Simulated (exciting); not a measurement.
A run of exciting (release sodium):

The input input.xml:

```xml
<input>
  <title>InPd</title>
  <structure speciespath="./" tshift="false">
    <crystal scale="1">
      <basevect>6.182966145531 0.000000000000 0.000000000000</basevect>
      <basevect>0.000000000000 6.182966145531 0.000000000000</basevect>
      <basevect>0.000000000000 0.000000000000 6.182966145531</basevect>
    </crystal>
    <species speciesfile="In.xml" rmt="2.3">
      <atom coord="0.000000000000 0.000000000000 0.000000000000"/>
    </species>
    <species speciesfile="Pd.xml" rmt="2.3">
      <atom coord="0.500000000000 0.500000000000 0.500000000000"/>
    </species>
  </structure>
  <groundstate do="fromscratch" ngridk="8 8 8" rgkmax="9" gmaxvr="14" lmaxapw="10" lmaxmat="10" lmaxvr="8" xctype="GGA_PBE_SOL" stype="Fermi Dirac" swidth="0.00183747" nempty="14" ValenceRelativity="iora*" epsengy="1e-05" epspot="1e-05" maxscl="60" tforce="true" outputlevel="normal"/>
</input>
```

Potentials or basis: all-electron LAPW+lo, shipped species files, valence relativity iora*.

Launch:

```console
$ OMP_NUM_THREADS=1 exciting_smp
```

Hardware: 1 thread of Intel(R) Xeon(R) Processor @ 2.50GHz (Skylake/Cascade Lake) (shared host).

Q: How long does it take, and how much memory?

A: It took 2.1 min on 1 thread of Intel(R) Xeon(R) Processor @ 2.50GHz (Skylake/Cascade Lake), on a shared host, peak memory 0.14 GiB. Counts: scf iterations 16, plane waves 280.
